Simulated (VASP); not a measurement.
A run of VASP 6.6.1:

File INCAR:

```
SYSTEM = Ca
  ALGO = Normal
  EDIFF = 1E-6
  ENCUT = 520
  ISIF = 2
  ISMEAR = -1
  LASPH = .TRUE.
  LCHARG = .FALSE.
  LMIXTAU = .TRUE.
  LREAL = .FALSE.
  LWAVE = .FALSE.
  METAGGA = R2SCAN
  NELM = 60
  PREC = Accurate
  SIGMA = 0.05
```

KPOINTS

```
k-points
0
G
  8 8 4
  0 0 0
```

POSCAR

```
Ca
1.0
    3.9800000000      0.0000000000      0.0000000000
   -1.9900000000      3.4467811071      0.0000000000
    0.0000000000      0.0000000000      6.5200000000
Ca
2
Direct
    0.6666666667      0.3333333333      0.7500000000
    0.3333333333      0.6666666667      0.2500000000
```

Potentials or basis: VASP PAW PBE potentials, release 64 (Ca_sv).

Launch:

```console
$ cat potpaw_PBE.64/Ca_sv/POTCAR > POTCAR
$ mpirun -np 1 vasp_std > vasp.out
```

Hardware: 1 thread of Intel(R) Xeon(R) Platinum 8488C (Sapphire Rapids), on a shared host.

Problem. How long does it take, and how much memory?

Solution. Run time: 4.1 min on 1 thread of Intel(R) Xeon(R) Platinum 8488C (Sapphire Rapids), on a shared host, peak memory 0.21 GiB. Counts: scf iterations 41, k points 30.
